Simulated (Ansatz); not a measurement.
We consider α-phase Li3N, described by dielectric-dependent PBE hybrid (Ansatz, a program for electronic structure, PAW).

The input as run:

Ansatz 0.2 input:
```yaml
crystal:
  lattice:
    - [-1.826, -3.162725, 0.0]
    - [-1.826, 3.162725, 0.0]
    - [0.0, 0.0, -3.866]
  atoms:
    - { symbol: Li, position: [0.333333, 0.666667, 0.0] }
    - { symbol: Li, position: [0.666667, 0.333333, 0.0] }
    - { symbol: Li, position: [0.0, 0.0, 0.5] }
    - { symbol: N, position: [0.0, 0.0, 0.0] }
  host: atoms
basis:
  ecutwfc: 460
  ecutrho_ratio: 4
  xc_grid: 2
kpoints:
  mp_grid: { grid: [9, 9, 8] }
hamiltonian:
  xc:
    exchange: pbe
    correlation: pbe
    exx: { coeff: inverse_dielectric }
  dispersion: none
  pseudopotentials: { kind: paw }
scf:
  occupations: { method: fermi_dirac, width: 0.01 }
  convergence: { dr2_threshold: 0.0000000004 }
output:
  forces: true
  stress: true
  eigenvalues: true
```

**Question.** How many irreducible k-points, plane waves at Γ does the program set up, and what pressure does the run end with?

**Answer.** 60 irreducible k-points, 985 plane waves at Γ; P = -1.57 GPa, so the cell is stretched on average and its volume would shrink at this level.

Excerpt of the program's output:

```
WARN the atoms were moved onto the symmetric positions of the space group found under crystal.symmetry.tolerance 1.0e-5 (fractional …
WARN output.stress: scf.exx.energy_threshold = 1e-6 eV is looser than the 4e-8 eV advised for a stress under a hybrid functional (1e-8 eV for each atom of the …
Crystal: 4 atoms, lattice volume = 44.653 Å³
Basis set: ecut = 460 eV, 985 PW (Γ), exchange–correlation on 54×54×60 points (8 copies of the dense FFT grid, shifted against one another)
Bands: 11, of which v1, the nominal top of the filled ones, is band 7 counted from 1 (6 counted from 0)
Symmetry: 24 space group operations
Space group: P6/mmm (ITA 191), of the structure as read, at distance tolerance 3.5e-5 Å
k-points: 60 of 648
SCF iter   1: F=—  HF=-999.590199 eV  |F-HF|=—  |Δ(HF+E_count)|=         —  Δρ=1.01e-3  dr2=4.14e-4
SCF iter   2: F=-999.590422 eV  HF=-999.590372 eV  |F-HF|=4.98e-5  |Δ(HF+E_count)|=   1.73e-4  Δρ=3.76e-4  dr2=4.20e-5
Crystal: 4 atoms, lattice volume = 44.653 Å³
Initial density: handed on by an earlier stage of this run
Functional: x = 0.8300999755022552 pbe(κ = 0.804, μ = 0.2195149727645171) + 0.1699000244977448 exact, c = pbe(β = 0.06672455060314922)
  ...
Crystal: 4 atoms, lattice volume = 44.653 Å³
SCF iter   3: F=—  HF=-999.655847 eV  |F-HF|=—  |Δ(HF+E_count)|=   2.72e-8  Δρ=8.96e-7  dr2=4.03e-10
SCF iter   4: F=-999.655847 eV  HF=-999.655847 eV  |F-HF|=1.24e-10  |Δ(HF+E_count)|=  9.16e-11  Δρ=5.69e-7  dr2=2.09e-10
SCF 3 converged in 4 iterations: F = -999.655847 eV  dr2 = 2.09e-10
Free energy (F): -999.655847 eV
Internal energy: -999.655847 eV  (E = F + TS)
E sigma→0 (E₀):  -999.655847 eV
Fermi energy:    2.654497 eV
--- Forces (eV/Å), atoms counted from 1 ---
  atom   1  Li     0.00000000     0.00000000     0.00000000
  atom   2  Li    -0.00000000    -0.00000000     0.00000000
  atom   3  Li     0.00000000     0.00000000     0.00000000
  atom   4  N     -0.00000000     0.00000000     0.00000000
--- Stress (GPa, compression-positive) ---
       -1.924664       0.000000       0.000000
       -0.000000      -1.924664       0.000000
        0.000000       0.000000      -0.867845
  P = ⅓ Tr σ = -1.5724 GPa (-15.724 kbar)
```

The PAW data were made under PBE.

Note: cell and atoms aren't relaxed at this level (pressure -1.6 GPa).
